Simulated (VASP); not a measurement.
# TaN (Fm-3m) in VASP: notebook

Aim: see how the results for TaN move with the level of theory and the settings. Levels: r2SCAN, r2SCAN+rVV10. Tasks: relaxation of cell and atoms.

Everything below comes from runs of VASP 6.6.1. Logs are shortened: lines on timing, memory, paths and dates and some standing lists are left out, and cuts for length are marked.

### 1 The structure

It takes space group Fm-3m (No. 225, cubic). The conventional cell has a = 4.423 Å, b = 4.423 Å, c = 4.423 Å, α = 90.00°, β = 90.00°, γ = 90.00°. Around Ta (site symmetry m-3m) lie 6 N at 2.21 Å. Around N (site symmetry m-3m) lie 6 Ta at 2.21 Å.

The cell comes from a database or a generator and needn't be the stable form of this composition.

### 2 Relaxation of cell and atoms, r2SCAN

Input file INCAR:

```
SYSTEM = TaN
PREC = Accurate
ENCUT = 600
EDIFF = 1E-7
ISMEAR = 0
SIGMA = 0.1
LREAL = .FALSE.
LASPH = .TRUE.
NELM = 100
ALGO = Normal
ISIF = 3
LWAVE = .FALSE.
LCHARG = .FALSE.
METAGGA = R2SCAN
LMIXTAU = .TRUE.
IBRION = 2
NSW = 90
EDIFFG = -0.005
```

Input file KPOINTS:

```
Automatic mesh
0
G
  16 16 16
  0 0 0
```

Input file POSCAR:

```
TaN
1.0
    0.0000000000      2.2113230000      2.2113230000
    2.2113230000      0.0000000000      2.2113230000
    2.2113230000      2.2113230000      0.0000000000
Ta N
1 1
Direct
    0.5000000000      0.5000000000      0.5000000000
    0.0000000000      0.0000000000      0.0000000000
```

Potentials or basis: VASP PAW PBE potentials, release 64 (Ta_pv, N).

The run is started by

```bash
$ cat potpaw_PBE.64/Ta_pv/POTCAR potpaw_PBE.64/N/POTCAR > POTCAR
$ mpirun -np 1 vasp_std > vasp.out
```

OUTCAR:

```text
SYSTEM = TaN
   PREC = Accurate
   ENCUT = 600
   EDIFF = 1E-7
   ISMEAR = 0
   LREAL = .FALSE.
   LASPH = .TRUE.
   NELM = 100
   ISIF = 3
   METAGGA = R2SCAN
   IBRION = 2
   NSW = 90
   EDIFFG = -0.005

 ion  position               nearest neighbor table
   1  0.500  0.500  0.500-   2 2.21   2 2.21   2 2.21   2 2.21   2 2.21   2 2.21
   2  0.000  0.000  0.000-   1 2.21   1 2.21   1 2.21   1 2.21   1 2.21   1 2.21

  LATTYP: Found a face centered cubic cell.
 ALAT       =     4.4226460000

  Lattice vectors:

 A1 = (   0.0000000000,   2.2113230000,   2.2113230000)
 A2 = (   2.2113230000,   0.0000000000,   2.2113230000)
 A3 = (   2.2113230000,   2.2113230000,   0.0000000000)

Analysis of symmetry for initial positions (statically):
=====================================================================
 Subroutine PRICEL returns:
 Original cell was already a primitive cell.

 Routine SETGRP: Setting up the symmetry group for a
 face centered cubic supercell.

 Subroutine GETGRP returns: Found 48 space group operations
 (whereof 48 operations were pure point group operations)
 out of a pool of 48 trial point group operations.

The static configuration has the point symmetry O_h .

Analysis of symmetry for dynamics (positions and initial velocities):
=====================================================================
 Subroutine PRICEL returns:
 Original cell was already a primitive cell.

 Routine SETGRP: Setting up the symmetry group for a
 face centered cubic supercell.

 Subroutine GETGRP returns: Found 48 space group operations
 (whereof 48 operations were pure point group operations)
 out of a pool of 48 trial point group operations.

The dynamic configuration has the point symmetry O_h .

 Subroutine INISYM returns: Found 48 space group operations
 (whereof 48 operations are pure point group operations),
 and found     1 'primitive' translations

----------------------------------------------------------------------------------------

                                     Primitive cell

  volume of cell :      21.6265

  direct lattice vectors                    reciprocal lattice vectors
     0.000000000  2.211323000  2.211323000    -0.226108985  0.226108985  0.226108985
     2.211323000  0.000000000  2.211323000     0.226108985 -0.226108985  0.226108985
     2.211323000  2.211323000  0.000000000     0.226108985  0.226108985 -0.226108985

  length of vectors
     3.127282977  3.127282977  3.127282977     0.391632251  0.391632251  0.391632251

  position of ions in fractional coordinates (direct lattice)
     0.500000000  0.500000000  0.500000000
     0.000000000  0.000000000  0.000000000

  ion indices of the primitive-cell ions
   primitive index   ion index
                 1           1
                 2           2

----------------------------------------------------------------------------------------

 KPOINTS: Automatic mesh

Automatic generation of k-mesh.
 Grid dimensions read from file:
 generate k-points for:   16   16   16

 Generating k-lattice:

  Cartesian coordinates                     Fractional coordinates (reciprocal lattice)
    -0.014131812  0.014131812  0.014131812     0.062500000  0.000000000  0.000000000
     0.014131812 -0.014131812  0.014131812     0.000000000  0.062500000  0.000000000
     0.014131812  0.014131812 -0.014131812     0.000000000  0.000000000  0.062500000

  Length of vectors
     0.024477016  0.024477016  0.024477016

  Shift w.r.t. Gamma in fractional coordinates (k-lattice)
     0.000000000  0.000000000  0.000000000

 Subroutine IBZKPT returns following result:
 ===========================================

 Found    145 irreducible k-points:

 Following reciprocal coordinates:
            Coordinates               Weight
  0.000000  0.000000  0.000000      1.000000
  0.062500  0.000000  0.000000      8.000000
  0.125000  0.000000  0.000000      8.000000
  0.187500  0.000000  0.000000      8.000000
  0.250000  0.000000  0.000000      8.000000
  0.312500  0.000000  0.000000      8.000000
[... 16 lines left out ...]
 -0.125000  0.062500  0.000000     24.000000
 -0.062500  0.062500  0.000000     12.000000
 [... further k-points ...]
   k-points           NKPTS =    145   k-points in BZ     NKDIM =    145   number of bands    NBANDS=     12
   number of dos      NEDOS =    301   number of ions     NIONS =      2
   total plane-waves  NPLWV =  21952
   dimension x,y,z NGX =    28 NGY =   28 NGZ =   28
   dimension x,y,z NGXF=    56 NGYF=   56 NGZF=   56
   ions per type =               1   1
   NGX,Y,Z   is equivalent  to a cutoff of  14.88, 14.88, 14.88 a.u.
   NGXF,Y,Z  is equivalent  to a cutoff of  29.77, 29.77, 29.77 a.u.
 SYSTEM =  TaN
   PREC   = accura    normal or accurate (medium, high low for compatibility)
   ISTART =      0    job   : 0-new  1-cont  2-samecut
   ICHARG =      2    charge: 1-file 2-atom 10-const
   ISPIN  =      1    spin polarized calculation?
   LNONCOLLINEAR =      F non collinear calculations
   LSORBIT =      F    spin-orbit coupling
   LASPH  =      T    aspherical Exc in radial PAW
   ENCUT  =  600.0 eV  44.10 Ry    6.64 a.u.   6.25  6.25  6.25*2*pi/ulx,y,z
   NELM   =    100;   NELMIN=  2; NELMDL= -5     # of ELM steps
   EDIFF  = 0.1E-06   stopping-criterion for ELM
   LREAL  =      F    real-space projection
   EDIFFG = -.5E-02   stopping-criterion for IOM
   NSW    =     90    number of steps for IOM
   IBRION =      2    ionic relax: 0-MD 1-quasi-New 2-CG
   NFREE  =      1    steps in history (QN), initial steepest desc. (CG)
   ISIF   =      3    stress and relaxation
   ISYM   =      2    0-nonsym 1-usesym 2-fastsym
   POTIM  = 0.5000    time-step for ionic-motion
   TEBEG  =    0.0;   TEEND  =   0.0 temperature during run
   PSTRESS=    0.0 pullay stress
   NELECT =      16.0000    total number of electrons
   NUPDOWN=      -1.0000    fix difference up-down
   EMIN   =  10.00;   EMAX   =-10.00  energy-range for DOS
   EFERMI =   0.00;   METHOD = LEGACY
   ISMEAR =     0;   SIGMA  =   0.10  broadening in eV -4-tet -1-fermi 0-gaus
   EFERMI_NEDOS =   21; number of points for ismear=-14 and -15
   IALGO  =     38    algorithm
   IMIX   =      4    mixing-type and parameters
     AMIX     =   0.40;   BMIX     =  1.00
     AMIX_MAG =   1.60;   BMIX_MAG =  1.00
  volume/ion in A,a.u.               =      10.81        72.97
  Fermi-wavevector in a.u.,A,eV,Ry     =   1.480651  2.798024 29.828417  2.192327
  Thomas-Fermi vector in A             =   2.594659
   LORBIT       =      0    0 simple, 1 ext, 2 COOP (PROOUT), +10 PAW based schemes
   METAGGA = R2SCAN    functional components
   LHFCALC =     F    Hartree Fock is set to
   AEXX    =    0.0000 exact exchange contribution
   IVDW    =     0    specifies the selected vdW correction
   LEPSILON=     F    determine dielectric tensor
   LRPA    =     F    only Hartree local field effects (RPA)
 conjugate gradient relaxation of ions
 non-spin polarized calculation
 Gauss-broadening in eV      SIGMA  =   0.10
  energy-cutoff  :      600.00
  volume of cell :       21.63
 maximum number of plane-waves:       740
 NGX is ok and might be reduce to    28

--------------------------------------- Ionic step        1  -------------------------------------------

 number of electron      15.9999999 magnetization

 Free energy of the ion-electron system (eV)
  ---------------------------------------------------
  ext. energy  EPLUGINS =         0.00000000
  ---------------------------------------------------
  free energy    TOTEN  =       -59.62271863 eV

  energy without entropy =      -59.61711974  energy(sigma->0) =      -59.61991918

------------------------ aborting loop because EDIFF is reached ----------------------------------------

  FORCE on cell =-STRESS in cart. coord.  units (eV):
  Direction    XX          YY          ZZ          XY          YZ          ZX
  --------------------------------------------------------------------------------------
  -------------------------------------------------------------------------------------
  Total       -0.5621396     -0.5621396     -0.5621396     -0.0000000     -0.0000000      0.0000000
  in kB      -41.6455108    -41.6455108    -41.6455108     -0.0000000     -0.0000000      0.0000000
  external PRESSURE =     -41.6455108 kB  Pullay stress =       0.0000000 kB

 VOLUME and BASIS-vectors are now :
 -----------------------------------------------------------------------------
  energy-cutoff  :      600.00
  volume of cell :       21.63
      direct lattice vectors                 reciprocal lattice vectors
     0.000000000  2.211323000  2.211323000    -0.226108985  0.226108985  0.226108985
     2.211323000  0.000000000  2.211323000     0.226108985 -0.226108985  0.226108985
     2.211323000  2.211323000  0.000000000     0.226108985  0.226108985 -0.226108985
[... 37 lines left out ...]
 POSITION                                       TOTAL-FORCE (eV/Angst)
 -----------------------------------------------------------------------------------
      2.18134      2.18134      2.18134         0.000000      0.000000     -0.000000
      4.36268      2.18134      2.18134        -0.000000     -0.000000      0.000000
 -----------------------------------------------------------------------------------
    total drift:                                0.000000      0.000000      0.000000

  FREE ENERGIE OF THE ION-ELECTRON SYSTEM (eV)
  ---------------------------------------------------
  free  energy   TOTEN  =       -59.6065507180 eV

  energy  without entropy=      -59.6011789892  energy(sigma->0) =      -59.60386485

--------------------------------------- Ionic step        3  -------------------------------------------

 number of electron      15.9999999 magnetization

 Free energy of the ion-electron system (eV)
  ---------------------------------------------------
  ext. energy  EPLUGINS =         0.00000000
  ---------------------------------------------------
  free energy    TOTEN  =       -59.62619571 eV

  energy without entropy =      -59.62066446  energy(sigma->0) =      -59.62343009

 E-fermi :   9.5535     XC(G=0): -14.4245

 val. band max:        9.5413286489   @ k =  -0.3125   0.3750   0.1875
 cond. band min:       9.5548842911   @ k =  -0.3125   0.3125   0.1250
 fundamental gap:      0.0135556422
 Fermi energy:         9.5535386828

 k-point     1 :       0.0000    0.0000    0.0000
  band No.  band energies     occupation
      1     -27.5995      2.00000
      2     -27.5995      2.00000
      3     -27.5995      2.00000
      4     -10.4173      2.00000
      5       5.4257      2.00000
      6       5.4257      2.00000
      7       5.4257      2.00000
      8       7.4049      2.00000
      9       7.4049      2.00000
     10       7.4049      2.00000
     11       9.6902      0.05320
     12       9.6902      0.05320

 k-point     2 :       0.0625    0.0000    0.0000
  band No.  band energies     occupation
      1     -27.6351      2.00000
      2     -27.6026      2.00000
      3     -27.6026      2.00000
      4     -10.3221      2.00000
      5       4.9200      2.00000
      6       5.0917      2.00000
      7       5.0917      2.00000
      8       7.5628      2.00000
      9       7.5628      2.00000
     10       7.6248      2.00000
     11      10.0813      0.00000
     12      10.0813      0.00000
[... 316 lines left out ...]
 k-point    24 :      -0.0625    0.0625    0.0000
  band No.  band energies     occupation
      1     -27.6843      2.00000
      2     -27.6216      2.00000
      3     -27.6014      2.00000
      4     -10.1690      2.00000
      5       4.2102      2.00000
      6       4.5421      2.00000
      7       4.8973      2.00000
      8       7.5833      2.00000
      9       7.7817      2.00000
     10       8.1171      2.00000
     11      10.1157      0.00000
     12      10.9786      0.00000

 [... further k-points ...]
[... 5 lines left out ...]
  --------------------------------------------------------------------------------------
  -------------------------------------------------------------------------------------
  Total       -0.0052971     -0.0052971     -0.0052971      0.0000000      0.0000000      0.0000000
  in kB       -0.3972249     -0.3972249     -0.3972249      0.0000000      0.0000000      0.0000000
  external PRESSURE =      -0.3972249 kB  Pullay stress =       0.0000000 kB

 VOLUME and BASIS-vectors are now :
 -----------------------------------------------------------------------------
  energy-cutoff  :      600.00
  volume of cell :       21.37
      direct lattice vectors                 reciprocal lattice vectors
    -0.000000000  2.202383549  2.202383549    -0.227026759  0.227026759  0.227026759
     2.202383549 -0.000000000  2.202383549     0.227026759 -0.227026759  0.227026759
     2.202383549  2.202383549  0.000000000     0.227026759  0.227026759 -0.227026759

 POSITION                                       TOTAL-FORCE (eV/Angst)
 -----------------------------------------------------------------------------------
      2.20238      2.20238      2.20238         0.000000      0.000000      0.000000
     -0.00000      0.00000      0.00000         0.000000      0.000000     -0.000000
 -----------------------------------------------------------------------------------
    total drift:                                0.000000      0.000000      0.000000

  FREE ENERGIE OF THE ION-ELECTRON SYSTEM (eV)
  ---------------------------------------------------
  free  energy   TOTEN  =       -59.6261957146 eV

  energy  without entropy=      -59.6206644559  energy(sigma->0) =      -59.62343009

 reached required accuracy - stopping structural energy minimisation
```

Run time: 5.1 min. Hardware: 1 thread of Intel Xeon 6975P-C (Granite Rapids), shared host; peak memory 0.23 GiB.

Results:

* Free energy: -59.6262 eV
* Relaxed volume: 10.68 Å³/atom
* Relaxed cell: a = 3.115 Å, b = 3.115 Å, c = 3.115 Å, α = 60.00°, β = 60.00°, γ = 60.00°
* Space group after relaxing (to 0.05 Å): Fm-3m (No. 225)
* Energy gained by relaxing: 1.7 meV/atom
* Ionic steps: 3
* Pressure after relaxing: 0.0 GPa
* Band gap on the k mesh: none (metal or under the smearing width)

The path:
| step | energy change (eV) | largest force (eV/Å) | pressure (GPa) | volume (Å³) |
| --- | --- | --- | --- | --- |
| 1 | 0.0000 | 0.0000 | -4.16 | 21.63 |
| 2 | 0.0162 | 0.0000 | 10.71 | 20.76 |
| 3 | -0.0035 | 0.0000 | -0.04 | 21.37 |

Final structure:
```
Ta N
1.0
     0.00000    2.20238    2.20238
     2.20238    0.00000    2.20238
     2.20238    2.20238    0.00000
Ta N
1 1
Direct
  0.50000 0.50000 0.50000
  0.00000 0.00000 0.00000
```

Caveat: the PAW data sets were made with another functional, which shifts forces and pressure a little.

### 3 Relaxation of cell and atoms, r2SCAN+rVV10

INCAR, as its differences from that of step 2:

```diff
@@ -15,2 +15,6 @@
 LMIXTAU = .TRUE.
+LUSE_VDW = .TRUE.
+IVDW_NL = 2
+BPARAM = 11.95
+CPARAM = 0.0093
 IBRION = 2
```

KPOINTS is that of step 2.

POSCAR is that of step 2.

Potentials or basis: VASP PAW PBE potentials, release 64 (Ta_pv, N).

The run is started by

```bash
$ cat potpaw_PBE.64/Ta_pv/POTCAR potpaw_PBE.64/N/POTCAR > POTCAR
$ mpirun -np 1 vasp_std > vasp.out
```

Wall time 7.5 min (1 thread of Intel Xeon 6975P-C (Granite Rapids), shared host); peak memory 0.33 GiB.

Results (log left out):

| Quantity | Value |
| --- | --- |
| Free energy | -59.4018 eV |
| Relaxed volume | 10.63 Å³/atom |
| Relaxed cell | a = 3.110 Å, b = 3.110 Å, c = 3.110 Å, α = 60.00°, β = 60.00°, γ = 60.00° |
| Space group after relaxing (to 0.05 Å) | Fm-3m (No. 225) |
| Energy gained by relaxing | 3.2 meV/atom |
| Ionic steps | 4 |
| Pressure after relaxing | 0.0 GPa |
| Band gap on the k mesh | none (metal or under the smearing width) |

Step by step:
```tsv
step	energy change (eV)	largest force (eV/Å)	pressure (GPa)	volume (Å³)
1	0.0000	0.0000	-5.67	21.63
2	0.0313	0.0000	15.26	20.45
3	-0.0064	0.0000	-0.08	21.28
4	-0.0064	0.0000	0.04	21.27
```

Final structure:
```xyz
2
Lattice="0.0000 2.1991 2.1991 2.1991 0.0000 2.1991 2.1991 2.1991 0.0000" Properties=species:S:1:pos:R:3 pbc="T T T"
Ta    2.1991    2.1991    2.1991
N     2.1991    0.0000    2.1991
```

Levels at points of the mesh, in eV from the Fermi level:
```
           k point  band 6  band 7  band 8  band 9  band 10  band 11
(0.00, 0.00, 0.00)   -4.14   -4.14   -2.16   -2.16    -2.16     0.14
(0.50, 0.00, 0.00)   -7.99   -7.99    1.94    1.94     2.08     4.07
(0.50, 0.50, 0.00)   -5.62   -5.00   -5.00    2.22     3.56     3.56
```

Caveat: the PAW data sets were made with another functional, which shifts forces and pressure a little. The run has no spin-orbit coupling, so splittings on Ta are missing.
